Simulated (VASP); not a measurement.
A run of VASP 6.6.1 is set up as follows.

INCAR

```
PREC = Accurate
ENCUT = 500
EDIFF = 1E-6
ISMEAR = 0
SIGMA = 0.01
LREAL = False
LASPH = True
NELM = 120
ALGO = Normal
ISIF = 2
LWAVE = False
LCHARG = False
GGA = RE
IVDW = 12
NBANDS = 11
GGA_COMPAT = False
```

The input KPOINTS:

```
Automatic mesh
0
Gamma
  7 7 7
```

POSCAR

```
AlP
1.0
    3.8544390000      0.0000000000      0.0000000000
    1.9272195000      3.3380420913      0.0000000000
    1.9272195000      1.1126806971      3.1471362649
Al P
1 1
Direct
    0.0000000000      0.0000000000      0.0000000000
    0.2500000000      0.2500000000      0.2500000000
```

Potentials or basis: VASP PAW PBE potentials, release 64 (Al, P).

The run is started by

```console
$ cat potpaw_PBE.64/Al/POTCAR potpaw_PBE.64/P/POTCAR > POTCAR
$ mpirun -np 1 vasp_std > vasp.out
```

(1) Estimate the band gap on the k mesh.

(2) Predict the dispersion energy per atom.

Answers

(1) 1.75 eV, indirect (least direct gap 3.45 eV).

(2) -0.602 eV.

Caveat: three body term missing.

**Measured values to compare with.**

From a printed reference work, data compilation, for a bulk crystal of AlP at 4.2 K: band gap 2.505 eV (indirect).

Against the measured gap of AlP, 2.505 eV (indirect; 4.2 K; a printed reference work, data compilation), the calculated 1.75 eV is off by -0.75 eV. The value is that of revPBE+D3(BJ) on a finite k mesh, which can miss the band edges, without temperature or zero-point motion. Semilocal functionals fall short of measured gaps as a rule.
